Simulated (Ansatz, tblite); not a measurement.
# Ligand exchange: Al(CH3)2F + C4H9F → Al(CH3)F2 + C5H12

Gas-phase species: Al(CH3)2F, singlet; C4H9F `CC(C)CF`, singlet; Al(CH3)F2, singlet; C5H12 (isopentane) `CCC(C)C`, singlet. The partners trade CH3 for F: Al–CH3 and C–F bonds give way to Al–F and C–CH3.

Shapes, held fixed at every level: PBE0-D4/def2-TZVP. Flexible molecules stand in one conformer, not always the lowest. Programs: Ansatz 0.2.0, tblite 0.8.0. Electronic energies: no zero-point or thermal term.

| level | kind | ΔE (kJ/mol) | less CCSD(T)/CBS estimate |
| --- | --- | --- | --- |
| GFN2-xTB | semi-empirical | -268.8 | -43.6 |
| HF/def2-TZVPP | Hartree–Fock | -215.4 | +9.8 |
| SPW92/def2-TZVPP | LDA | -205.6 | +19.6 |
| B3LYP-D4/def2-TZVPP | global hybrid | -213.1 | +12.1 |
| r2SCAN0-D4/def2-TZVPP | global hybrid | -216.3 | +8.9 |
| wB97M-V/def2-TZVPP | range-separated hybrid | -212.2 | +13.0 |
| MP2/def2-SVP | perturbation theory | -231.2 | -6.0 |
| CCSD/def2-TZVPP | coupled cluster or CI | -222.3 | +2.9 |
| CCSD(T)/CBS estimate | coupled cluster or CI | -225.2 | 0.0 |

The highest level, CCSD(T)/CBS estimate, gives ΔE = -225.2 kJ/mol; the levels span -268.8 to -205.6. The column of differences is taken from that level and isn't an error. No measured value is set beside it here. The CBS estimate extrapolates MP2 from def2-TZVPP and def2-QZVPP and adds CCSD(T) − MP2 in the triple-zeta set, cores frozen.

Exchange of methyl for fluoride is strongly exothermic at every level, with a best value of -225.2 kJ/mol. The driving force is the preference of electropositive aluminium for fluorine over carbon. The Al–F bond is short, highly polar and reinforced by some donation from fluorine lone pairs into the formally empty aluminium 3p orbital, whereas the Al–CH3 bond given up is much weaker. Forming a C–C bond largely offsets the loss of the strong C–F bond, so the gain lies mainly on the aluminium side.

Hartree–Fock already recovers most of the energy, which suggests that bond polarity and electrostatics dominate, with correlation making a modest net contribution. GFN2-xTB stands apart by exaggerating the exothermicity, probably because its parameters misjudge the balance between Al–F and C–F bonding. The sign and approximate size of the driving force are therefore secure for the isolated monomers, but they say nothing about the barrier to C–F cleavage or about the fluorine-bridged aggregates that organoaluminium fluorides commonly form.
